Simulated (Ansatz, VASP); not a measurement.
# TaN: VASP beside Ansatz

```
Ta N
1.0
     0.00000    2.18921    2.21132
     2.18921    0.00000    2.21132
     2.18921    2.18921    0.00000
Ta N
1 1
Cartesian
  2.1892 2.1892 2.2113
  0.0000 0.0000 0.0000
```

The cell comes from a database or a generator and needn't be the stable form of this composition.

Alike in both runs: functional PBE; k mesh 9 × 9 × 9; occupations fermi-dirac, width 0.05 eV; no spin polarisation.

|  | VASP | Ansatz |
| --- | --- | --- |
| version | VASP 6.6.1 | Ansatz 0.2.0 |
| potentials or method | VASP PAW PBE potentials, release 64 (Ta_pv, N) | Ansatz PAW |
| plane-wave cutoff (eV) | 520 | 420 |
| valence electrons in the cell | 16 | 18 |
| task | single point | band structure |

|  | VASP | Ansatz | Ansatz less VASP |
| --- | --- | --- | --- |
| gap on the k mesh at the Fermi level (eV) | none | none | - |
| pressure (GPa) | 6.5 | 5.6 | -0.86 |
| largest component of the traceless stress (GPa) | 4.60 | 4.60 | -0.006 |

A gap of «none» marks a metal or a gap that the smearing closes. The functional is the same, so the differences come from potentials, cutoffs and numerics. The two sets of potentials don't hold the same shells in valence.

Caveats: the pressure holds a Pulay correction of +0.5 GPa for the finite cutoff (Ansatz); spin-orbit coupling is left out, which moves the levels of the heavy elements (Ansatz). The runs have no spin-orbit coupling, so splittings on Ta are missing.
